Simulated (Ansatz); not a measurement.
HfC, 2 atoms in the cell. The structure is cubic, space group Fm-3m (No. 225). Conventional cell: a = 4.650 Å, b = 4.650 Å, c = 4.650 Å, α = 90.00°, β = 90.00°, γ = 90.00°. Hf (site symmetry m-3m) is surrounded by 6 C at 2.33 Å. C (site symmetry m-3m) is surrounded by 6 Hf at 2.33 Å. 

* Program: Ansatz 0.2.0
* Task: projected density of states
* Functional: PBE
* Dispersion: D3(BJ)-ATM
* Potentials or basis: Ansatz PAW
* Cutoff: 420 eV (not typed: the program's choice for these potentials)
* k mesh: 10 × 10 × 10
* Occupations: fermi-dirac, width 0.15 eV
* Spin: non-collinear spin, ferromagnetic start, spin-orbit coupling
* Starting moments: [[0.5, 0.0, 0.0], [0.0, 0.0, 0.0]] μB

Potentials or basis: Ansatz PAW.

Command:

```console
$ ansatz run input.yaml --threads 1 --pin off --max-ram 2560MiB --backend cpu --events-out ev --progress --plain --runs-dir out
```

Hardware: 1 thread of Arm Neoverse V2, with other jobs on the host.

Task: Estimate the wall time of this run.

Result: Wall time 82 s on 1 thread of Arm Neoverse V2 (shared host), peak memory 0.52 GiB. Counts: scf iterations 14, plane waves 531, k points 102, bands 36.
